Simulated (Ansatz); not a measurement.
**TiCo3: a fit and a missing row**

TiCo3, Pm-3m, a = 3.587 Å. The structure is a COD entry; whether it is the stable form wasn't checked. Ansatz: r2SCAN, PAW, 500 eV, Γ-centred 12×12×12 mesh on 4 atoms, Gaussian smearing 0.10 eV; collinear spin, largest moment 1.3 μB. Symmetry fixes shape and atoms, so the cell is only scaled; pressure is positive in compression.

| V (Å³/atom) | P (GPa) |
| --- | --- |
| 10.848 | 14.42 |
| 11.194 | 6.58 |
| 11.540 | -0.02 |
| 11.886 | -5.55 |
| 12.232 | ? |

Question: Take V0 = 11.540 Å³/atom, count pressures from its P0 = -0.02 GPa, fit the third-order Birch–Murnaghan form to the other rows, and predict the missing pressure.

Answer: With the Eulerian strain f = ½[(V0/V)^(2/3) − 1] and y = (P − P0)/[3f(1 + 2f)^(5/2)], the form is the line y = B0 + 1.5 B0 (B0′ − 4) f. Rows (f, y): 0.02104, 206.4; 0.01025, 204.0; -0.00975, 198.6. Means f = 0.007180, y = 203.00; Σ(Δf)² = 0.0004881, ΣΔfΔy = 0.1247; the slope is their ratio. y = 201.2 + 255.4 f GPa, so B0 = 201.2 GPa and B0′ = 4 + 2 × (255.4)/(3 × 201.2) = 4.85. At V = 12.232, f = -0.01904, y = 196.34 and P = -10.20 GPa. The run gave -10.11 GPa, so the fit is 0.09 GPa too low, a small miss on the scale of the series. The form still works here, 33 % of the fitted range beyond its end.

The state reached may not be the lowest one.